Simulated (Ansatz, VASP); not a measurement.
# One calculation of SnSe, two programs

```
CELL_PARAMETERS angstrom
0.00000 3.01836 3.01836
3.01836 0.00000 3.01836
3.01836 3.01836 0.00000
ATOMIC_POSITIONS crystal
Sn 0.00000 0.00000 0.00000
Se 0.50000 0.50000 0.50000
```

Alike in both runs: task single point; functional PBE; dispersion D3(BJ); k mesh 10 × 10 × 10; occupations gaussian, width 0.02 eV; no spin polarisation.

|  | VASP | Ansatz |
| --- | --- | --- |
| version | VASP 6.6.1 | Ansatz 0.2.0 |
| potentials or method | VASP PAW PBE potentials, release 64 (Sn_d, Se) | scalar-relativistic, plane waves, PAW |
| plane-wave cutoff (eV) | 520 | 420 |
| valence electrons in the cell | 20 | 30 |

|  | VASP | Ansatz | Ansatz less VASP |
| --- | --- | --- | --- |
| gap on the k mesh at the Fermi level (eV) | 0.50 | 0.50 | 0.000 |
| least direct gap on the mesh (eV) | 0.55 | 0.55 | -0.001 |
| pressure (GPa) | -1.5 | -1.5 | +0.02 |

The two sets of potentials don't hold the same shells in valence.

Caveats: spin-orbit coupling is left out, which moves the levels of the heavy elements.
